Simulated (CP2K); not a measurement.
This CP2K 2026.2 run on MnO2 needs a look.

File mno2_scf.inp:

```
&GLOBAL
  PROJECT mno2_scf
  RUN_TYPE ENERGY_FORCE
  PRINT_LEVEL LOW
&END GLOBAL
&FORCE_EVAL
  METHOD QS
  STRESS_TENSOR ANALYTICAL
  &DFT
    BASIS_SET_FILE_NAME BASIS_MOLOPT
    BASIS_SET_FILE_NAME BASIS_MOLOPT_UZH
    POTENTIAL_FILE_NAME GTH_POTENTIALS
    UKS T
    MULTIPLICITY 9
    &MGRID
      CUTOFF 600
      REL_CUTOFF 60
      NGRIDS 4
    &END MGRID
    &QS
      METHOD GPW
      EPS_DEFAULT 1.0E-9
    &END QS
    &KPOINTS
      SCHEME MONKHORST-PACK 11 11 3
      GAMMA_CENTERED T
      SYMMETRY T
      SYMMETRY_BACKEND SPGLIB
    &END KPOINTS
    &SCF
      SCF_GUESS ATOMIC
      EPS_SCF 1.0E-6
      MAX_SCF 75
      ADDED_MOS 24 32
      CHOLESKY OFF
      EPS_EIGVAL 1.0E-7
      &DIAGONALIZATION ON
        ALGORITHM STANDARD
      &END DIAGONALIZATION
      &MIXING ON
        METHOD PULAY_MIXING
        ALPHA 0.4
        BETA 1.5
        NBUFFER 6
      &END MIXING
    &END SCF
    &XC
      &XC_FUNCTIONAL
        &LDA_X
        &END LDA_X
        &LDA_C_PW
        &END LDA_C_PW
      &END XC_FUNCTIONAL
    &END XC
    &PRINT
      &KPOINTS ON
      &END KPOINTS
      &MULLIKEN ON
      &END MULLIKEN
      &MO ON
        ENERGIES T
        OCCUPATION_NUMBERS T
        &EACH
          QS_SCF 0
        &END EACH
        ADD_LAST NUMERIC
      &END MO
      &LOWDIN ON
      &END LOWDIN
      &HIRSHFELD ON
        SHAPE_FUNCTION DENSITY
      &END HIRSHFELD
    &END PRINT
  &END DFT
  &SUBSYS
    &CELL
      ABC 2.8549554371 2.8549554371 10.2217427273
      ALPHA_BETA_GAMMA 90.0000000000 90.0000000000 119.9999999991
      PERIODIC XYZ
    &END CELL
    &COORD
      SCALED
      Mn  0.0000000000 0.0000000000 0.5000000000
      Mn  0.0000000000 0.0000000000 0.0000000000
      O   0.6666666667 0.3333333333 0.4068564500
      O   0.6666666667 0.3333333333 0.0931435500
      O   0.3333333333 0.6666666667 0.5931435500
      O   0.3333333333 0.6666666667 0.9068564500
    &END COORD
    &KIND Mn
      BASIS_SET DZVP-MOLOPT-SR-GTH-q15
      POTENTIAL GTH-PBE-q15
      MAGNETIZATION 4.0
    &END KIND
    &KIND O
      BASIS_SET DZVP-MOLOPT-PBE-GTH-q6
      POTENTIAL GTH-PBE-q6
      POTENTIAL_FILE_NAME POTENTIAL_UZH
    &END KIND
    &PRINT
      &ATOMIC_COORDINATES ON
      &END ATOMIC_COORDINATES
      &CELL ON
      &END CELL
    &END PRINT
  &END SUBSYS
  &PRINT
    &FORCES ON
    &END FORCES
    &STRESS_TENSOR ON
    &END STRESS_TENSOR
  &END PRINT
&END FORCE_EVAL
```

Potentials or basis: GTH_POTENTIALS Mn GTH-PBE-q15; POTENTIAL_UZH O GTH-PBE-q6; DZVP-MOLOPT-SR-GTH, DZVP-MOLOPT-PBE-GTH basis.

The run is started by

```bash
$ OMP_NUM_THREADS=1 mpirun -n 4 cp2k.psmp -i mno2_scf.inp -o mno2_scf.out
```

mno2_scf.out:

```text

 CP2K| version string:                                       CP2K version 2026.2
 CP2K| Input file name                                              mno2_scf.inp

 GLOBAL| Force Environment number                                              1
 GLOBAL| Basis set file name                                        BASIS_MOLOPT
 GLOBAL| Potential file name                                      GTH_POTENTIALS
 GLOBAL| MM Potential file name                                     MM_POTENTIAL
 GLOBAL| Coordinate file name                                      __STD_INPUT__
 GLOBAL| Method name                                                        CP2K
 GLOBAL| Project name                                                   mno2_scf
 GLOBAL| Run type                                                   ENERGY_FORCE
 GLOBAL| FFT library                                                       FFTW3
 GLOBAL| Diagonalization library                                       ScaLAPACK
 GLOBAL| Cholesky decomposition library                                ScaLAPACK
 GLOBAL| DGEMM library                                                      BLAS
[... 228 lines left out ...]

  Overlap energy of the core charge distribution:               0.00000000000008
  Self energy of the core charge distribution:               -513.95476962189491
  Core Hamiltonian energy:                                    142.68079670942146
  Hartree energy:                                             136.13636653037196
  Exchange-correlation energy:                                -36.45880744452761

  Total energy:                                              -271.59641382662903

 *******************************************************************************
 *   ___                                                                       *
 *  /   \                                                                      *
 * [ABORT]                                                                     *
 *  \___/     SCF run NOT converged. To continue the calculation regardless,   *
 *    |             please set the keyword IGNORE_CONVERGENCE_FAILURE.         *
 *  O/|                                                                        *
 * /| |                                                                        *
 * / \                                                            qs_scf.F:702 *
 *******************************************************************************

 ===== Routine Calling Stack =====

            4 scf_env_do_scf
            3 qs_energies
            2 qs_forces
            1 CP2K
```

Q: What happened, and what is wrong with the input?

A: The calculation stopped without meeting its thresholds. The input holds a flaw that was put in on purpose: no smearing, whatever the gap (smearing = fixed; width = left out).
